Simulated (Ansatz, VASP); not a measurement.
HfO2 in VASP and in Ansatz

File INCAR:

```
PREC     = Accurate       # precision mode
ENCUT    = 520            # plane-wave cutoff, eV
EDIFF    = 1E-7           # SCF threshold, eV
ISMEAR   = -1             # smearing method
SIGMA    = 0.05           # smearing width, eV
LREAL    = False          # projectors in reciprocal space
LASPH    = True           # aspherical terms in the spheres
NELM     = 80             # most SCF steps
ALGO     = Normal         # electronic algorithm
ISIF     = 2              # what is computed and relaxed
LWAVE    = False          # write WAVECAR
LCHARG   = True           # write CHGCAR
GGA      = RE             # functional
LELF     = True           # ELF
LVHAR    = True         
NBANDS   = 18             # bands
```

The input KPOINTS:

```
Automatic mesh
0
Gamma
  9 9 9
```

Contents of POSCAR:

```
HfO2
1.0
    0.0000000000      2.5575000000      2.5575000000
    2.5575000000      0.0000000000      2.5575000000
    2.5575000000      2.5575000000      0.0000000000
Hf O
1 2
Direct
    0.0000000000      0.0000000000      0.0000000000
    0.7500000000      0.7500000000      0.7500000000
    0.2500000000      0.2500000000      0.2500000000
```

Contents of input.yaml:

```yaml
crystal:
  lattice:
    - [0.0, 2.5575, 2.5575]
    - [2.5575, 0.0, 2.5575]
    - [2.5575, 2.5575, 0.0]
  atoms:
    - { symbol: Hf, position: [0.0, 0.0, 0.0] }
    - { symbol: O, position: [0.75, 0.75, 0.75] }
    - { symbol: O, position: [0.25, 0.25, 0.25] }
hamiltonian:
  xc: revpbe
  pseudopotentials: { kind: paw }
kpoints:
  mp_grid: { grid: [9, 9, 9] }
  band_path:
    path:
      - [[0.0, 0.0, 0.0], [0.5, 0.0, 0.5], [0.5, 0.25, 0.75], [0.375, 0.375, 0.75], [0.0, 0.0, 0.0], [0.5, 0.5, 0.5], [0.625, 0.25, 0.625], [0.5, 0.25, 0.75], [0.5, 0.5, 0.5], [0.375, 0.375, 0.75]]
      - [[0.625, 0.25, 0.625], [0.5, 0.0, 0.5]]
    npoints: 14
scf:
  occupations: { method: fermi_dirac, width: 0.05 }
  n_extra_bands: 7
output:
  forces: true
  stress: true
  eigenvalues: true
  fatbands: true
  write_density: true
  write_potential: true
  elf: true
  volumetric_format: npy
```

Measurements of this composition are mostly on another form, of space group No. 14.

Alike in both runs: functional revPBE; k mesh 9 × 9 × 9; occupations fermi-dirac, width 0.05 eV; no spin polarisation.

```csv
,VASP,Ansatz
version,VASP 6.6.1,Ansatz 0.2.0
potentials or method,"VASP PAW PBE potentials, release 64 (Hf_pv, O)",Ansatz PAW
plane-wave cutoff (eV),520,420
valence electrons in the cell,22,38
task,single point,band structure
```

|  | VASP | Ansatz | Ansatz less VASP |
| --- | --- | --- | --- |
| gap on the k mesh at the Fermi level (eV) | 3.91 | 3.91 | -0.006 |
| least direct gap on the mesh (eV) | 4.03 | 4.02 | -0.006 |
| pressure (GPa) | -2.4 | 1.2 | +3.62 |

The functional is the same, so the differences come from potentials, cutoffs and numerics. The two sets of potentials don't hold the same shells in valence.

Caveats: spin-orbit coupling is left out, which moves the levels of the heavy elements; the PAW data sets were made with another functional, which shifts forces and pressure a little (VASP); an odd mesh through Γ misses points on the zone boundary, where band edges often lie (VASP); the k mesh misses the band edges, so the gap on the mesh is wider than the one along the path (Ansatz); the pressure holds a Pulay correction of +0.8 GPa for the finite cutoff (Ansatz); the PAW data sets come from PBE, with cores solved anew for the run's functional, which leaves a small shift of forces and pressure (Ansatz).
